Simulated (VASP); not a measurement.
Write the native input for VASP 6.6.1 that does the following.

| Item | Value |
| --- | --- |
| Task | single point |
| Functional | PBE |
| Potentials or basis | VASP PAW PBE potentials, release 64 (Pb_d, O) |
| Cutoff | 520 eV |
| k mesh | 14 × 14 × 14 |
| Occupations | gaussian, width 0.1 eV |
| Spin | no spin polarisation |
| Dipole correction | no |
| Further INCAR settings | ALGO = Normal; EDIFF = 1e-07; NBANDS = 20 |

The structure of PbO2 lies in POSCAR:

```
PbO2
1.0
    0.0000000000      2.7911946896      2.7911946896
    2.7911946896      0.0000000000      2.7911946896
    2.7911946896      2.7911946896      0.0000000000
Pb O
1 2
Direct
    0.0000000000      0.0000000000      0.0000000000
    0.2500000000      0.2500000000      0.2500000000
    0.7500000000      0.7500000000      0.7500000000
```

The input as run:

INCAR

```
SYSTEM = PbO2
PREC = Accurate ; ENCUT = 520
EDIFF = 1E-7 ; ISMEAR = 0
SIGMA = 0.1 ; LREAL = .False.
LASPH = .True. ; NELM = 100
ALGO = Normal ; ISIF = 2
LWAVE = .False. ; LCHARG = .False.
GGA = PE ; NBANDS = 20
```

KPOINTS

```
Automatic mesh
0
Gamma
  14 14 14
  0 0 0
```

Potentials or basis: VASP PAW PBE potentials, release 64 (Pb_d, O).

Launch:

```bash
$ cat potpaw_PBE.64/Pb_d/POTCAR potpaw_PBE.64/O/POTCAR > POTCAR
$ mpirun -np 1 vasp_std > vasp.out
```

Results of the run:

```
Pressure               : -9.8 GPa
Band gap on the k mesh : none (metal or under the smearing width)
```

Run time: 95 s on 1 thread of Intel(R) Xeon(R) Platinum 8259CL CPU @ 2.50GHz (Skylake/Cascade Lake), with other jobs on the host, peak memory 0.23 GiB.
